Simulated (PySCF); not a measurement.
# C2H4O2: the cost of one run

Programs: PySCF 2.14.0, with density-fitted response routines of our own. Each step states its level of theory. These are calculated values for one molecule, in the gas phase or a continuum, unless marked as measured. Atoms are numbered from 0 throughout.

## Step 1: The molecule as given

8 atoms, charge 0, multiplicity 1; geometry from: GFN2-xTB. The atoms were then displaced at random by about 0.01 Å, so the start is not that level's minimum.

Bonds of the start (Å): C0–C1 1.48, C1–O2 1.20, C1–O3 1.36, C0–H4 1.07, C0–H5 1.12, C0–H6 1.08, O3–H7 0.95.

## Step 2: Geometry optimisation at PBE0-D3(BJ)/def2-TZVP

The job: settings as JSON, then the geometry in Å.

```
{"job": {"xc": "PBE0", "basis": "def2-TZVP", "d3": "d3bj", "grid": 2, "shake": 0.01, "kind": "geom"}, "charge": 0, "multiplicity": 1}
C     -0.937160    -0.083360    -0.113990
C      0.480870     0.323400     0.018990
O      0.908720     1.439060    -0.057440
O      1.297900    -0.739520     0.238470
H     -1.286240    -0.564000     0.780480
H     -1.564070     0.831770    -0.298910
H     -1.053050    -0.758290    -0.944490
H      2.208170    -0.468210     0.324430
```

Command:

```console
$ OMP_NUM_THREADS=1 python probes_run.py task.json out
```

One launch serves the whole session: the jobs run in the order shown.

**Question.** How long does this first job take on 1 thread of Arm Neoverse V2, shared host, and how much memory does it need?

About 41 s, with a peak of 0.6 GiB.
